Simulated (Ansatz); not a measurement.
# Is this B structure a true minimum?

The cell was found from a structure generator's guess, not taken from experiment.

These are results of DFT PBE, scalar-relativistic, plane waves, PAW in Ansatz, not measurements. Plane waves to 420 eV, a k mesh through Γ of 12×12×12 on the computed 6-atom cell and Gaussian smearing (0.10 eV); no spin polarisation.

The cell below (6 atoms, space group Pm-3n (No. 223)) is relaxed within its symmetry.

```xyz
6
Lattice="3.4393 0.0000 0.0000 0.0000 3.4393 0.0000 0.0000 0.0000 3.4393" Properties=species:S:1:pos:R:3 pbc="T T T"
B     0.8598    1.7197    0.0000
B     2.5795    1.7197    0.0000
B     0.0000    0.8598    1.7197
B     0.0000    2.5795    1.7197
B     1.7197    0.0000    0.8598
B     1.7197    0.0000    2.5795
```

For the test a repeat of it with 12 atoms (edges 3.44, 3.44, 6.88 Å) was strained at random (σ = 1.5 % a component), the atoms were moved at random (σ = 0.05 Å), and all was relaxed again on a coarse 6×6×4 mesh (in the run’s order of axes) with 0.20 eV smearing, with no symmetry imposed.

Question: Is the structure stable against such a distortion?

Answer: It doesn't return. The energy falls by 855 meV/atom on that mesh, the volume changes by -4.3 %, and the end has space group P1 (No. 1) at a loose tolerance. Relaxed again on a 12×12×6 mesh with 0.10 eV smearing, the new structure lies 847 meV/atom below the first (mesh in the axes of the run's cell; the cell below is made exact in the group named). Space group P1 (No. 1), triclinic, a = 3.129 Å, b = 3.167 Å, c = 7.884 Å, α = 92.6°, β = 91.0°, γ = 94.1°. B on its first site is surrounded by 7 B at 1.73–1.88 Å; B on its second site has 6 B at 1.75–1.92 Å; B on its third site has 6 B at 1.76–1.98 Å and 1 B at 2.14 Å; around B on its fourth site lie 7 B at 1.77–1.94 Å and 1 B at 2.14 Å; 8 more sites not described.

```yaml
crystal:
  lattice:
    - [3.12913, 0.00000, 0.00000]
    - [-0.22877, 3.15872, 0.00000]
    - [-0.13395, -0.36160, 7.87441]
  atoms:
    - { symbol: B, position: [0.62764, 0.13262, 0.81112] }
    - { symbol: B, position: [0.88663, 0.86422, 0.29238] }
    - { symbol: B, position: [0.13155, 0.95385, 0.71362] }
    - { symbol: B, position: [0.37717, 0.06364, 0.19407] }
    - { symbol: B, position: [0.84987, 0.66445, 0.87156] }
    - { symbol: B, position: [0.12633, 0.36466, 0.36096] }
    - { symbol: B, position: [0.88735, 0.42934, 0.64651] }
    - { symbol: B, position: [0.10407, 0.55225, 0.13152] }
    - { symbol: B, position: [0.36646, 0.83408, 0.96166] }
    - { symbol: B, position: [0.42426, 0.63294, 0.53387] }
    - { symbol: B, position: [0.60403, 0.37002, 0.03191] }
    - { symbol: B, position: [0.61465, 0.13794, 0.45082] }
```
